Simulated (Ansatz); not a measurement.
TiSe2: frozen-core PAW against all-electron methods

```
Ti Se
1.0
     3.53600    0.00000    0.00000
    -1.76800    3.06227    0.00000
     0.00000    0.00000    5.88392
Ti Se
1 2
Direct
  0.00000 0.00000 0.00000
  0.33333 0.66667 0.25520
  0.66667 0.33333 0.74480
```

Atom numbers follow the list: Ti1, Se2, Se3.

The cell is COD entry 1548816, which may be a prediction rather than a measurement; nothing was relaxed. The listed cell was then made from it by scaling, straining or moving an atom.

All numbers are computed: DFT, PBE, PAW with Ansatz's default frozen-core files, scalar-relativistic (Ansatz 0.2.0); DFT, PBE, all-electron PAW with datasets made for the crystal, scalar-relativistic (Ansatz 0.2.0); DFT, PBE, all-electron LAPW, scalar-relativistic (Ansatz 0.2.0).

For PAW: a Γ-centred 12×12×6 k mesh, Fermi–Dirac smearing of 0.03 eV, cutoff 420 eV, no spin polarisation. The crystal-made all-electron datasets (AE datasets) take a cutoff of 220 eV at this cell. LAPW targets a basis error of 1 meV/atom. The Ansatz runs share mesh, smearing and spin set-up. Plane-wave (PAW) pressures include the program's estimate of the Pulay term.

Stress and pressure are positive in compression.

In a metal, gradients converge slowly with the k mesh: the values move by tens of per cent from one mesh to another, at times in sign, so only the comparison on one mesh counts.

```json
{"quantity": "pressure (GPa)", "PAW": "3.33", "AE datasets": "3.32", "LAPW": "3.32"}
{"quantity": "stress xx (GPa)", "PAW": "2.46", "AE datasets": "2.45", "LAPW": "2.45"}
{"quantity": "stress zz (GPa)", "PAW": "5.06", "AE datasets": "5.06", "LAPW": "5.07"}
{"quantity": "force on Se2, z (eV/Å)", "PAW": "0.365", "AE datasets": "0.366", "LAPW": "0.365"}
{"quantity": "field gradient Vzz at Ti1 (10²¹ V/m²)", "PAW": "-2.44", "AE datasets": "-2.39", "LAPW": "–"}
{"quantity": "field gradient Vzz at Se2 (10²¹ V/m²)", "PAW": "-2.18", "AE datasets": "-2.20", "LAPW": "–"}
```

PAW's pressure differs from the LAPW value by about 0.01 GPa or less.
